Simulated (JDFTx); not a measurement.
CuAu:

```
CELL_PARAMETERS angstrom
2.81075 0.00000 0.00000
0.00000 2.81075 0.00000
0.00000 0.00000 3.68500
ATOMIC_POSITIONS crystal
Au 0.00000 0.00000 0.00000
Cu 0.50000 0.50000 0.50000
```

Base run:

- Program: JDFTx 1.7.0 (patched build)
- Functional: PBE
- Potentials or basis: PseudoDojo-SR-PBE-0.5-standard with smoothed tails
- Cutoff: 1252 eV
- Density cutoff: 10014 eV
- k mesh: 9 × 9 × 7
- Occupations: fermi-dirac, width 0.05 eV
- Spin: no spin polarisation
- Hubbard terms: Au d U = 2 eV, Cu d U = 2 eV

Its results: band gap on the k mesh none (metal or under the smearing width); pressure 5.0 GPa.

Question: After a change of settings the same cell gave: band gap on the k mesh none (metal or under the smearing width); pressure 5.4 GPa. Which change was it?
A. hubbard terms from Au d U = 2 eV, Cu d U = 2 eV to none; hubbard projectors from atomic pseudo-orbitals, not orthogonalised to none
B. hubbard terms from Au d U = 2 eV, Cu d U = 2 eV to Au d U = 3 eV, Cu d U = 3 eV
C. hubbard terms from Au d U = 2 eV, Cu d U = 2 eV to Au d U = 8 eV, Cu d U = 8 eV

Answer: B.

Caveats: U without spin polarisation on a metal has little footing; the U is typed as a test and isn't derived for this compound.
